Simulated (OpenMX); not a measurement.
Crystal: Sn.

```
CELL_PARAMETERS angstrom
-2.94014 2.94014 1.59930
2.94014 -2.94014 1.59930
2.94014 2.94014 -1.59930
ATOMIC_POSITIONS crystal
Sn 0.00000 0.00000 0.00000
Sn 0.75000 0.25000 0.50000
```

Program: OpenMX 3.8.5. Alike in all runs: task band structure; no spin polarisation; cell as given; k mesh 9 × 9 × 9; smearing fermi-dirac 0.05 eV.

Order these runs on this cell by their pressure, lowest first.
A. level PBE; potentials or basis OpenMX 2013 PBE set, Sn7.0-s3p2d2f1, grid cutoff 500 Ry
B. level LDA; potentials or basis OpenMX 2013 LDA set, Sn7.0-s3p2d2, grid cutoff 500 Ry
C. level PBE; potentials or basis OpenMX 2013 PBE set, Sn7.0-s3p2d2, grid cutoff 500 Ry

B (-10.1 GPa), C (-7.3 GPa), A (0.7 GPa).

Caveats: the basis of atomic orbitals isn't converged, which shifts pressures, moduli and gaps.

Not every run made on this cell is shown here.
